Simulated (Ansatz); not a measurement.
**Localised basis functions on generalised stacking fault on (111) (glide set) of a GaP-AlP solid solution (72 atoms)**

Aim: test how closely localised support functions follow the reference on generalised stacking fault on (111) (glide set) of a GaP-AlP solid solution (72 atoms), and at what cost. A setting counts as converged where the r.m.s. difference of forces stays under 1 % of the r.m.s. force.

Program: Ansatz 0.2.0. Level of theory: Kohn-Sham DFT, PBE, PAW (set soft_2), plane waves. Results are calculated unless marked as measured.

Report form: the programs' logs are mostly left out.

## Step 1: Starting point

The cell holds 72 atoms: 18 Al, 36 P and 18 Ga. Its edges and angles: a = 6.683 Å, b = 11.576 Å, c = 19.305 Å, α = 90.0°, β = 81.7°, γ = 90.0°. It derives from GaP and AlP. Zinc-blende GaP lattice (a = 5.4569 Å, the value set for the mixture), cell with z along [111], 1 x 3 x 2 periods; the third cell vector is tilted by 0.417 of 1/2[11-2] and lengthened by 0.2 Å, so the cell holds one fault (glide set); displaced by a Gaussian of 0.01 Å; 18 of 36 Ga sites given to Al at random (lattice constant by Vegard's rule between GaP and AlP).

Limits known from the start: The host structure and its lattice constant were typed by rule, without a check against the phase diagram.

## Step 2: Plane-wave single point

The first run fixes the reference, at a cutoff of 420 eV.

input.yaml reads:

```yaml
crystal:
  lattice:
    - [6.68331, 0.0, 0.0]
    - [0.0, 11.57583, 0.0]
    - [2.78473, 0.0, 19.10326]
  atoms:
    - { symbol: Al, position: [0.49153, 0.16469, 0.0197] }
    - { symbol: P, position: [0.44334, 0.16679, 0.14378] }
    - { symbol: Ga, position: [0.7546, 0.16707, 0.18567] }
    - { symbol: P, position: [0.70708, 0.16841, 0.30947] }
    - { symbol: Ga, position: [0.99255, 0.00086, 0.0202] }
    - { symbol: P, position: [0.93557, 0.99994, 0.14529] }
    - { symbol: Al, position: [0.25699, 0.00026, 0.18533] }
    - { symbol: P, position: [0.20374, 0.99992, 0.30897] }
[... 60 atom lines left out ...]
    - { symbol: Ga, position: [0.81547, 0.50025, 0.84606] }
    - { symbol: P, position: [0.7613, 0.49922, 0.97104] }
    - { symbol: Al, position: [0.81777, 0.83486, 0.84413] }
    - { symbol: P, position: [0.7623, 0.83301, 0.96964] }
kpoints:
  mp_grid: { grid: [2, 1, 1] }
hamiltonian:
  xc: pbe
scf:
  occupations: { method: gaussian, width: 0.025 }
output:
  forces: true
  stress: true
  populations: true
  dos:
    method: { smearing: { sigma: 0.15 } }
    de: 0.1
    projected: { site_lists: { Al: [Al], Ga: [Ga], P: [P] } }
  eigenvalues: true
  write_density: true
  write_potential: true
  volumetric_format: npy
  elf: true
```

Launch:

```console
$ ansatz run input.yaml --threads 4 --pin off --max-ram 8192MiB --backend cpu --events-out ev --progress --plain --runs-dir out
```

The job ended after 60 s (4 threads of Arm Neoverse V1, shared host; peak memory 4.5 GiB; 3.8 min of CPU time).

The run gave:

```yaml
free_energy: -104998.2642 eV
free_energy_per_atom: -1458.3092 eV/atom
scf_cycles: 9
pressure: 4.14 GPa
r_m_s_force_component: 1.849 eV/Å
longest_force: 8.872 eV/Å
fermi_energy: 7.268 eV
spacing_of_highest_filled_and_lowest_empty_level: 0.7892 eV
spilling_of_the_projection: 0.004504
```

The r.m.s. force component of 1.8 eV/Å sets the scale for the differences below.

## Step 3: Support functions medium

With localised support functions most steps grow linearly with size, though the diagonalisation grows faster unless the density matrix is cut; this run measures error and cost at this size. The level medium gives here a grid of 30×54×90 points and a radius of 4.09 Å.

This step: Kohn-Sham DFT, PBE, PAW (set soft_2), localised support functions (medium) (Ansatz 0.2.0).

input.yaml, the sections that differ from step 2:

```yaml
scf:
  occupations: { method: gaussian, width: 0.025 }
  eigensolver: { kind: { support_functions: { accuracy: medium } } }
  mixing: { beta: 0.4 }
  max_iter: 150
output:
  forces: true
# crystal, kpoints, hamiltonian: as in step 2
```

Wall time 98 s (4 threads); peak memory 2.8 GiB; 6.3 min of CPU time.

The program notes that the band table was not solved further than the SCF left it and it switched symmetry off.

Keys that differ from the reference: support_functions.accuracy = "medium", scf.max_iter = 150 and scf.mixing.beta = 0.4.

Forces differ from the reference by 0.36 meV/Å r.m.s., 0.019 % of their size, well within a tolerance of 1 %; the energy by -0.86 meV/atom. It took 98 s and 14 cycles; the reference's time can't be set against it, since the two runs asked for unlike analyses. The two runs also began from different starting densities, which bears on cycles and time.

## Step 4: Support functions low

The level low is asked for. Here it resolves to the same grid and radius as in the run with support functions medium, so the basis is not new.

This step: Kohn-Sham DFT, PBE, PAW (set soft_2), localised support functions (low) (Ansatz 0.2.0).

input.yaml, the sections that differ from step 3:

```yaml
scf:
  occupations: { method: gaussian, width: 0.025 }
  eigensolver: { kind: { support_functions: { accuracy: low } } }
  mixing: { beta: 0.4 }
  max_iter: 150
# crystal, kpoints, hamiltonian, output: as in step 3
```

It took 93 s on 4 threads; peak memory 2.8 GiB; 5.9 min of CPU time.

Keys that differ from the reference: support_functions.accuracy = "low", scf.max_iter = 150 and scf.mixing.beta = 0.4.

Forces differ from the reference by 0.40 meV/Å r.m.s., 0.022 % of their size, well within a tolerance of 1 %; the energy by -0.86 meV/atom. It took 93 s and 12 cycles; the reference's time can't be set against it, since the two runs asked for unlike analyses. The two runs also began from different starting densities, which bears on cycles and time.

## Step 5: Support functions high

The cell is solved in localised support functions. The level high gives here a grid of 36×72×108 points and a radius of 4.89 Å.

This step: Kohn-Sham DFT, PBE, PAW (set soft_2), localised support functions (high) (Ansatz 0.2.0).

input.yaml, the sections that differ from step 4:

```yaml
scf:
  occupations: { method: gaussian, width: 0.025 }
  eigensolver: { kind: { support_functions: { accuracy: high } } }
  mixing: { beta: 0.4 }
  max_iter: 150
# crystal, kpoints, hamiltonian, output: as in step 4
```

Elapsed: 5.7 min, on 4 threads; peak memory 5 GiB; 22 min of CPU time.

Keys that differ from the reference: support_functions.accuracy = "high", scf.max_iter = 150 and scf.mixing.beta = 0.4.

Forces differ from the reference by 0.16 meV/Å r.m.s., 0.0085 % of their size, well within a tolerance of 1 %; the energy by -0.86 meV/atom. It took 5.7 min and 16 cycles; the reference's time can't be set against it, since the two runs asked for unlike analyses. The two runs also began from different starting densities, which bears on cycles and time.

## Step 6: Support functions medium, spacing 0.411 Å (grid laid 0.402 Å)

The grid spacing sets how fine a wave the support functions can hold. The typed value is an upper bound: the grid laid has 18×30×48 points, 0.402 Å apart at most.

This step: Kohn-Sham DFT, PBE, PAW (set soft_2), localised support functions (medium) (Ansatz 0.2.0).

input.yaml, the sections that differ from step 5:

```yaml
scf:
  occupations: { method: gaussian, width: 0.025 }
  eigensolver: { kind: { support_functions: { accuracy: medium, spacing: 0.411 } } }
  mixing: { beta: 0.4 }
  max_iter: 150
# crystal, kpoints, hamiltonian, output: as in step 5
```

It took 51 s on 4 threads; peak memory 1.8 GiB; 3.2 min of CPU time.

The program notes that the forces don't sum to zero within tolerance and the grid leaves an egg-box force.

Forces differ from the reference by 410 meV/Å r.m.s., 22 % of their size, far over a tolerance of 1 %; the energy by +1040 meV/atom and the gap by -0.016 eV. The two runs also began from different starting densities, which bears on cycles and time. The setting is coarser than the default on purpose.

## Step 7: Support functions medium, spacing 0.343 Å (grid laid 0.322 Å)

The grid spacing sets how fine a wave the support functions can hold. The typed value is an upper bound: the grid laid has 24×36×60 points, 0.322 Å apart at most.

input.yaml, the sections that differ from step 6:

```yaml
scf:
  occupations: { method: gaussian, width: 0.025 }
  eigensolver: { kind: { support_functions: { accuracy: medium, spacing: 0.343 } } }
  mixing: { beta: 0.4 }
  max_iter: 150
# crystal, kpoints, hamiltonian, output: as in step 6
```

The job ended after 60 s (4 threads; peak memory 2 GiB; 3.7 min of CPU time).

Forces differ from the reference by 7.2 meV/Å r.m.s., 0.39 % of their size, within a tolerance of 1 %; the energy by +2.1 meV/atom. The two runs also began from different starting densities, which bears on cycles and time. The setting is coarser than the default on purpose.

## Step 8: Support functions medium, spacing 0.297 Å (grid laid 0.278 Å)

The grid spacing sets how fine a wave the support functions can hold. The typed value is an upper bound: the grid laid has 24×48×72 points, 0.278 Å apart at most.

input.yaml, the sections that differ from step 7:

```yaml
scf:
  occupations: { method: gaussian, width: 0.025 }
  eigensolver: { kind: { support_functions: { accuracy: medium, spacing: 0.297 } } }
  mixing: { beta: 0.4 }
  max_iter: 150
# crystal, kpoints, hamiltonian, output: as in step 7
```

Wall time 72 s (4 threads); peak memory 2.2 GiB; 4.6 min of CPU time.

Forces differ from the reference by 2.5 meV/Å r.m.s., 0.13 % of their size, well within a tolerance of 1 %; the energy by -0.93 meV/atom. The two runs also began from different starting densities, which bears on cycles and time. The setting is coarser than the default on purpose.

## Step 9: Support functions medium, spacing 0.263 Å (grid laid 0.241 Å)

The grid spacing sets how fine a wave the support functions can hold. The typed value is an upper bound: the grid laid has 30×48×90 points, 0.241 Å apart at most.

input.yaml, the sections that differ from step 8:

```yaml
scf:
  occupations: { method: gaussian, width: 0.025 }
  eigensolver: { kind: { support_functions: { accuracy: medium, spacing: 0.263 } } }
  mixing: { beta: 0.4 }
  max_iter: 150
# crystal, kpoints, hamiltonian, output: as in step 8
```

Wall time 98 s (4 threads); peak memory 2.7 GiB; 6.2 min of CPU time.

Keys that differ from the reference: support_functions.accuracy = "medium", support_functions.spacing = 0.263, scf.max_iter = 150 and scf.mixing.beta = 0.4.

Forces differ from the reference by 0.40 meV/Å r.m.s., 0.021 % of their size, well within a tolerance of 1 %; the energy by -0.92 meV/atom. It took 98 s and 13 cycles; the reference's time can't be set against it, since the two runs asked for unlike analyses. The two runs also began from different starting densities, which bears on cycles and time.

## Step 10: Support functions medium, spacing 0.206 Å (grid laid 0.201 Å)

The grid spacing sets how fine a wave the support functions can hold. The typed value is an upper bound: the grid laid has 36×60×96 points, 0.201 Å apart at most.

input.yaml, the sections that differ from step 9:

```yaml
scf:
  occupations: { method: gaussian, width: 0.025 }
  eigensolver: { kind: { support_functions: { accuracy: medium, spacing: 0.206 } } }
  mixing: { beta: 0.4 }
  max_iter: 150
# crystal, kpoints, hamiltonian, output: as in step 9
```

The job ended after 2.5 min (4 threads; peak memory 3.2 GiB; 9.6 min of CPU time).

The program notes that the correction for the support functions is uncertain.

Keys that differ from the reference: support_functions.accuracy = "medium", support_functions.spacing = 0.206, scf.max_iter = 150 and scf.mixing.beta = 0.4.

Forces differ from the reference by 0.34 meV/Å r.m.s., 0.018 % of their size, well within a tolerance of 1 %; the energy by -0.88 meV/atom. It took 2.5 min and 14 cycles; the reference's time can't be set against it, since the two runs asked for unlike analyses. The two runs also began from different starting densities, which bears on cycles and time.

## Step 11: Support functions medium, spacing 0.183 Å (grid laid 0.179 Å)

The grid spacing sets how fine a wave the support functions can hold. The typed value is an upper bound: the grid laid has 48×72×108 points, 0.179 Å apart at most.

input.yaml, the sections that differ from step 10:

```yaml
scf:
  occupations: { method: gaussian, width: 0.025 }
  eigensolver: { kind: { support_functions: { accuracy: medium, spacing: 0.183 } } }
  mixing: { beta: 0.4 }
  max_iter: 150
# crystal, kpoints, hamiltonian, output: as in step 10
```

It took 3.7 min on 4 threads; peak memory 4.4 GiB.

Keys that differ from the reference: support_functions.accuracy = "medium", support_functions.spacing = 0.183, scf.max_iter = 150 and scf.mixing.beta = 0.4.

Forces differ from the reference by 0.37 meV/Å r.m.s., 0.020 % of their size, well within a tolerance of 1 %; the energy by -0.88 meV/atom. It took 3.7 min and 13 cycles; the reference's time can't be set against it, since the two runs asked for unlike analyses. The two runs also began from different starting densities, which bears on cycles and time.

## Step 12: A run with a doubtful setting

The input is spoilt on purpose; the run shows how that looks.

This step: Kohn-Sham DFT, PBE, PAW (set soft_2), plane waves (Ansatz 0.2.0).

input.yaml, the sections that differ from step 11:

```yaml
scf:
  occupations: { method: gaussian, width: 0.025 }
  max_iter: 80
basis:
  ecutrho_ratio: 2
# crystal, kpoints, hamiltonian, output: as in step 11
```

It took 23 s on 4 threads; peak memory 4.3 GiB.

The program notes that the cutoff lies under the one recommended for these potentials.

The change (basis.ecutrho_ratio = 2) was meant as a doubtful one, but here it moved the results little:

- r.m.s. difference of force components: 1.69 meV/Å
- longest difference of force vectors: 9.702 meV/Å
- force difference over r.m.s. force: 0.0914 %

## Step 13: Cost against change

Each row is set against the plane-wave reference (Kohn-Sham DFT, PBE, PAW (set soft_2), plane waves; r.m.s. force component 1.85 eV/Å). Energies are set beside the reference only for runs with its functional, potentials and electron count. Times are for 4 threads of Arm Neoverse V1, shared host. The reference's time includes the DOS, ELF, the stress and grids, which some other runs skip.

```
                                                          run  Δ force, r.m.s. (meV/Å)  share of r.m.s. force (%)  Δ energy (meV/atom)  Δ gap (eV)  cycles     time  host memory (GiB)
                                                    reference                        -                          -                    -           -       9     60 s                4.5
                                     support functions medium                    0.358                     0.0194               -0.861      6.0e-4      14     98 s                2.8
                                        support functions low                    0.401                     0.0217               -0.861      5.0e-4      12     93 s                2.8
                                       support functions high                    0.157                     0.0085               -0.863      1.0e-4      16  5.7 min                5.0
support functions medium, spacing 0.411 Å (grid laid 0.402 Å)                      410                       22.2                 1040      -0.016      12     51 s                1.8
support functions medium, spacing 0.343 Å (grid laid 0.322 Å)                     7.20                      0.390                 2.07      0.0019      13     60 s                2.0
support functions medium, spacing 0.297 Å (grid laid 0.278 Å)                     2.49                      0.135               -0.926      0.0014      12     72 s                2.2
support functions medium, spacing 0.263 Å (grid laid 0.241 Å)                    0.395                     0.0213                -0.92      7.0e-4      13     98 s                2.7
support functions medium, spacing 0.206 Å (grid laid 0.201 Å)                    0.336                     0.0182               -0.880      9.0e-4      14  2.5 min                3.2
support functions medium, spacing 0.183 Å (grid laid 0.179 Å)                    0.374                     0.0202               -0.880      7.0e-4      13  3.7 min                4.4
```

(Part 1 of 2 ends here.)

[Logs are printed without paths, hosts, clocks, repeated set-up lines and the standing remarks that a program may print on its own settings, such as how far it seeks lower states.]

[Hosts, paths, dates, database ids (printed as entryN), source tags and the programs' standing remarks are cut or masked in the printed files.]
